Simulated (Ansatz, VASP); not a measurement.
**One calculation of Cu, two programs**

The input POSCAR:

```
Cu
1.0
    0.0000000000      0.0000000000     -2.7386280485
    0.0000000000     -2.8953822153      0.0000000000
   -2.8953822153      0.0000000000      0.0000000000
Cu
2
Direct
    0.5000000000      0.5000000000      0.5000000000
    0.0000000000      0.0000000000      0.0000000000
```

The input INCAR.step1:

```
PREC     = Accurate       # precision mode
ENCUT    = 520            # plane-wave cutoff, eV
ISMEAR   = 0              # smearing method
SIGMA    = 0.15           # smearing width, eV
LREAL    = F              # projectors in reciprocal space
LASPH    = T              # aspherical terms in the spheres
NELM     = 100            # most SCF steps
NBANDS   = 18             # bands
GGA      = PE             # functional
ALGO     = Normal         # electronic algorithm
EDIFF    = 1E-4           # SCF threshold, eV
LWAVE    = T              # write WAVECAR
LCHARG   = F              # write CHGCAR
```

The input INCAR.step2:

```
PREC     = Accurate       # precision mode
ENCUT    = 520            # plane-wave cutoff, eV
EDIFF    = 1E-7           # SCF threshold, eV
ISMEAR   = 0              # smearing method
SIGMA    = 0.15           # smearing width, eV
LREAL    = F              # projectors in reciprocal space
LASPH    = T              # aspherical terms in the spheres
NELM     = 100            # most SCF steps
ALGO     = Normal         # electronic algorithm
ISIF     = 2              # what is computed and relaxed
LWAVE    = F              # write WAVECAR
LCHARG   = F              # write CHGCAR
METAGGA  = R2SCAN         # meta-GGA
LMIXTAU  = T            
NBANDS   = 18             # bands
ISTART   = 1
```

File KPOINTS:

```
Automatic mesh
0
Gamma
  12 12 12
```

Input for Ansatz:

```yaml
crystal:
  lattice:
    - [0.0, 0.0, -2.7386280485]
    - [0.0, -2.8953822153, 0.0]
    - [-2.8953822153, 0.0, 0.0]
  atoms:
    - { symbol: Cu, position: [0.5, 0.5, 0.5] }
    - { symbol: Cu, position: [0.0, 0.0, 0.0] }
basis:
  ecutwfc: 500
kpoints:
  mp_grid: { grid: [12, 12, 12] }
hamiltonian:
  xc: r2scan
scf:
  occupations: { method: gaussian, width: 0.15 }
output:
  forces: true
  stress: true
  eigenvalues: true
  write_density: true
  write_potential: true
  elf: true
  volumetric_format: npy
```

Alike in both runs: task single point; functional r2SCAN; k mesh 12 × 12 × 12; occupations gaussian, width 0.15 eV; no spin polarisation.

|  | VASP | Ansatz |
| --- | --- | --- |
| version | VASP 6.6.1 | Ansatz 0.2.0 |
| potentials or method | VASP PAW PBE potentials, release 64 (Cu) | scalar-relativistic, plane waves, PAW |
| plane-wave cutoff (eV) | 520 | 500 |
| valence electrons in the cell | 22 | 38 |

Ansatz gave:

```
gap on the k mesh at the Fermi level (eV)       : none
pressure (GPa)                                  : 0.0
largest component of the traceless stress (GPa) : 0.54
```

What did VASP give for the same quantities?

gap on the k mesh at the Fermi level (eV): none; pressure (GPa): 0.7; largest component of the traceless stress (GPa): 0.71.

A gap of «none» marks a metal or a gap that the smearing closes. With one functional, cell and mesh, what is left measures potentials, basis and numerics. The two sets of potentials don't hold the same shells in valence.

Caveats: the PAW data sets were made with another functional, which shifts forces and pressure a little (VASP).
